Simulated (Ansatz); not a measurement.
A 3-atom cell of HfO2 started from a crystallographic database, relaxed with r2SCAN: the symmetry is Fm-3m (No. 225, cubic); a = 5.058 Å in the conventional setting, 10.79 Å³ an atom. Hf is surrounded by 8 O at 2.19 Å; O is surrounded by 4 Hf at 2.19 Å. One-shot G0W0@PBE in Ansatz on a 4×4×4 mesh (contour deformation, no spin-orbit coupling), from a PBE gap of 3.803 eV over the mesh points (the G0W0 gap is direct on the mesh); the number N of bands summed and the screening cutoff rise together. The values are computed, spin-unpolarised, and not measurements.

| N | cutoff (eV) | 1000/N | G0W0 gap (eV) |
| --- | --- | --- | --- |
| 71 | 80 | 14.085 | 5.055 |
| 140 | 140 | 7.143 | 5.145 |

**Question.** Lay a straight line in 1000/N through these rows.

**Answer.** The slope is -0.0130 eV per unit of 1000/N and the intercept 5.238 eV.

**Question.** Predict the gap at N = 242 (210 eV).

**Answer.** 5.238 + (-0.0130) × 4.132 = 5.184 eV; the run gives 5.235 eV, +0.051 eV from the line.

**Question.** With that run's result added, what limit do the last two rows suggest?

**Answer.** Their slope is (5.235 − 5.145)/(4.132 − 7.143) = -0.0299, which meets 1/N = 0 at 5.36 eV, against 5.238 eV from the first line. The slope steepens, so 1/N isn't yet asymptotic and the true limit probably lies higher still; the k mesh isn't extrapolated.

No spin-orbit coupling is included; it can move band edges with weight on the heavy atoms by tenths of an eV.
